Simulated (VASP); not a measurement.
# TiTe2 (P-3m1) in VASP: notebook, part 2 of 2

VASP 6.6.1.

**4. Single point, HSE06**

The input, POSCAR:

```
TiTe2
1.0
    3.7770000000      0.0000000000      0.0000000000
   -1.8885000000      3.2709779501      0.0000000000
    0.0000000000      0.0000000000      6.4980000000
Te Ti
2 1
Direct
    0.3333333333      0.6666666667      0.7372000000
    0.6666666667      0.3333333333      0.2628000000
    0.0000000000      0.0000000000      0.0000000000
```

The input, INCAR.step1:

```
SYSTEM = TiTe2
PREC = Accurate
ENCUT = 300
EDIFF = 1E-5
ISMEAR = 0
SIGMA = 0.01
LREAL = .False.
LASPH = .True.
NELM = 100
ALGO = Normal
ISIF = 2
LWAVE = .True.
LCHARG = .False.
NBANDS = 20
NKRED = 1
GGA = PE
```

The input, INCAR.step2:

```
SYSTEM = TiTe2
PREC = Accurate
ENCUT = 300
EDIFF = 1E-6
ISMEAR = 0
SIGMA = 0.01
LREAL = .False.
LASPH = .True.
NELM = 100
ALGO = Normal
ISIF = 2
LWAVE = .False.
LCHARG = .False.
GGA = PE
LHFCALC = .True.
HFSCREEN = 0.2
PRECFOCK = Fast
NBANDS = 20
NKRED = 1
ISTART = 1
```

The input, KPOINTS:

```
regular mesh
0
Gamma
  4 4 2
  0 0 0
```

Potentials or basis: VASP PAW PBE potentials, release 64 (Te, Ti_sv).

Command:

```bash
cat potpaw_PBE.64/Te/POTCAR potpaw_PBE.64/Ti_sv/POTCAR > POTCAR
cp INCAR.step1 INCAR
mpirun -np 1 vasp_std > vasp.out
cp INCAR.step2 INCAR
mpirun -np 1 vasp_std > vasp.out
```

OUTCAR:

```text
SYSTEM = TiTe2
   PREC = Accurate
   ENCUT = 300
   EDIFF = 1E-6
   ISMEAR = 0
   LREAL = .False.
   LASPH = .True.
   NELM = 100
   ISIF = 2
   GGA = PE
   LHFCALC = .True.
   HFSCREEN = 0.2
   PRECFOCK = Fast
   NKRED = 1
   ISTART = 1

 Found      8 irreducible k-points:

 Following reciprocal coordinates:
            Coordinates               Weight
  0.000000  0.000000  0.000000      1.000000
  0.250000  0.000000  0.000000      6.000000
  0.500000  0.000000  0.000000      3.000000
  0.250000  0.250000  0.000000      6.000000
  0.000000  0.000000  0.500000      1.000000
  0.250000  0.000000  0.500000      6.000000
   k-points           NKPTS =      8   k-points in BZ     NKDIM =     32   number of bands    NBANDS=     20
   number of dos      NEDOS =    301   number of ions     NIONS =      3
   total plane-waves  NPLWV =  23040
   dimension x,y,z NGX =    24 NGY =   24 NGZ =   40
   dimension x,y,z NGXF=    48 NGYF=   48 NGZF=   80
   ions per type =               2   1
   NGX,Y,Z   is equivalent  to a cutoff of  10.56, 10.56, 10.23 a.u.
   NGXF,Y,Z  is equivalent  to a cutoff of  21.13, 21.13, 20.47 a.u.
 SYSTEM =  TiTe2
   PREC   = accura    normal or accurate (medium, high low for compatibility)
   ISTART =      1    job   : 0-new  1-cont  2-samecut
   ICHARG =      0    charge: 1-file 2-atom 10-const
   ISPIN  =      1    spin polarized calculation?
[... 59 lines left out ...]
  free energy    TOTEN  =       -19.83617565 eV

  energy without entropy =      -19.83569358  energy(sigma->0) =      -19.83593461

 E-fermi :   6.9548     XC(G=0):  -8.1832

 val. band max:        6.9517560200   @ k =   0.5000   0.0000   0.0000
 cond. band min:       7.1892609664   @ k =   0.0000   0.0000   0.0000
 fundamental gap:      0.2375049464
 Fermi energy:         6.9548017219

 k-point     1 :       0.0000    0.0000    0.0000
  band No.  band energies     occupation
      1     -55.8723      2.00000
      2     -30.4969      2.00000
      3     -30.4967      2.00000
      4     -30.4814      2.00000
      5      -7.1727      2.00000
      6      -5.4691      2.00000
[... 127 lines left out ...]
     19      13.4044      0.00000
     20      14.8684      0.00000

 [... further k-points ...]
[... 5 lines left out ...]
  --------------------------------------------------------------------------------------
  -------------------------------------------------------------------------------------
  Total       -0.5513570     -0.5513570     -0.3190685      0.0000000      0.0000000      0.0000000
  in kB      -11.0037111    -11.0037111     -6.3678112      0.0000000      0.0000000      0.0000000
  external PRESSURE =      -9.4584111 kB  Pullay stress =       0.0000000 kB

 VOLUME and BASIS-vectors are now :
 -----------------------------------------------------------------------------
  energy-cutoff  :      300.00
  volume of cell :       80.28
      direct lattice vectors                 reciprocal lattice vectors
     3.777000000  0.000000000  0.000000000     0.264760392  0.152859484  0.000000000
    -1.888500000  3.270977950  0.000000000     0.000000000  0.305718967  0.000000000
     0.000000000  0.000000000  6.498000000     0.000000000  0.000000000  0.153893506

 POSITION                                       TOTAL-FORCE (eV/Angst)
 -----------------------------------------------------------------------------------
     -0.00000      2.18065      4.79033         0.000000      0.000000      0.264426
      1.88850      1.09033      1.70767        -0.000000     -0.000000     -0.264426
      0.00000      0.00000      0.00000         0.000000      0.000000      0.000000
 -----------------------------------------------------------------------------------
    total drift:                               -0.000000      0.000000     -0.000000

  FREE ENERGIE OF THE ION-ELECTRON SYSTEM (eV)
  ---------------------------------------------------
  free  energy   TOTEN  =       -19.8361756483 eV

  energy  without entropy=      -19.8356935786  energy(sigma->0) =      -19.83593461
```

OUTCAR.step1:

```text
SYSTEM = TiTe2
   PREC = Accurate
   ENCUT = 300
   EDIFF = 1E-5
   ISMEAR = 0
   LREAL = .False.
[... 252 lines left out ...]
     -0.00000      2.18065      4.79033         0.000000     -0.000000     -0.025242
      1.88850      1.09033      1.70767        -0.000000      0.000000      0.025242
      0.00000      0.00000      0.00000        -0.000000      0.000000      0.000000
 -----------------------------------------------------------------------------------
    total drift:                                0.000000     -0.000000     -0.000000

  FREE ENERGIE OF THE ION-ELECTRON SYSTEM (eV)
  ---------------------------------------------------
  free  energy   TOTEN  =       -16.1485832013 eV

  energy  without entropy=      -16.1481011315  energy(sigma->0) =      -16.14834217
```

OSZICAR.step1:

```text
N       E                     dE             d eps       ncg     rms          rms(c)
DAV:   1     0.131176958181E+03    0.13118E+03   -0.80054E+03   328   0.774E+02
DAV:   2    -0.802807819257E+01   -0.13921E+03   -0.13446E+03   336   0.230E+02
DAV:   3    -0.180936767048E+02   -0.10066E+02   -0.99126E+01   468   0.634E+01
DAV:   4    -0.183208088850E+02   -0.22713E+00   -0.22572E+00   404   0.922E+00
DAV:   5    -0.183278756369E+02   -0.70668E-02   -0.70660E-02   460   0.150E+00    0.120E+01
DAV:   6    -0.187807765798E+02   -0.45290E+00   -0.37337E+01   332   0.351E+01    0.153E+01
DAV:   7    -0.164062121316E+02    0.23746E+01   -0.31895E+01   368   0.304E+01    0.537E+00
DAV:   8    -0.161521127784E+02    0.25410E+00   -0.11969E+00   364   0.756E+00    0.160E+00
DAV:   9    -0.161610306531E+02   -0.89179E-02   -0.22953E-01   396   0.287E+00    0.134E+00
DAV:  10    -0.161506015078E+02    0.10429E-01   -0.15665E-01   356   0.276E+00    0.660E-01
DAV:  11    -0.161486493517E+02    0.19522E-02   -0.16601E-02   352   0.922E-01    0.231E-01
DAV:  12    -0.161486489975E+02    0.35417E-06   -0.13460E-03   384   0.256E-01    0.177E-01
DAV:  13    -0.161485817073E+02    0.67290E-04   -0.28458E-04   364   0.129E-01    0.163E-02
DAV:  14    -0.161485832013E+02   -0.14940E-05   -0.95099E-06   272   0.256E-02
   1 F= -.16148583E+02 E0= -.16148342E+02  d E =-.482070E-03
```

Wall time 1.7 min (1 thread of AMD EPYC 9R14 (Zen 4), shared host); peak memory 0.23 GiB.

These settings aren't checked as converged: the numbers below hold their error.

Results:

| Item | Value |
| --- | --- |
| Free energy | -19.8362 eV |
| Largest force | 0.264 eV/Å |
| Band gap on the k mesh | none (metal or under the smearing width) |

Caveat: the k mesh is coarse (spacing up to 0.48 Å⁻¹), so the values aren't converged, least of all with exact exchange; the cutoff is under 1.25 times the usual one of these potentials, so pressure, stress and relaxed cells hold a basis-set (Pulay) error; the PAW data sets were made with another functional, which shifts forces and pressure a little; this functional lacks dispersion, which binds the layers, so the pressure and a relaxed spacing across them are unreliable.

**5. For comparison**

An earlier run on the cell as given: functional PBE; potentials or basis VASP PAW PBE potentials, release 64 (Te, Ti_sv); cutoff 520 eV; k mesh 8 × 8 × 4; occupations fermi-dirac, width 0.05 eV; no spin polarisation.

* Pressure: 0.9 GPa
* Largest force: 0.022 eV/Å
* Band gap on the k mesh: none (metal or under the smearing width)
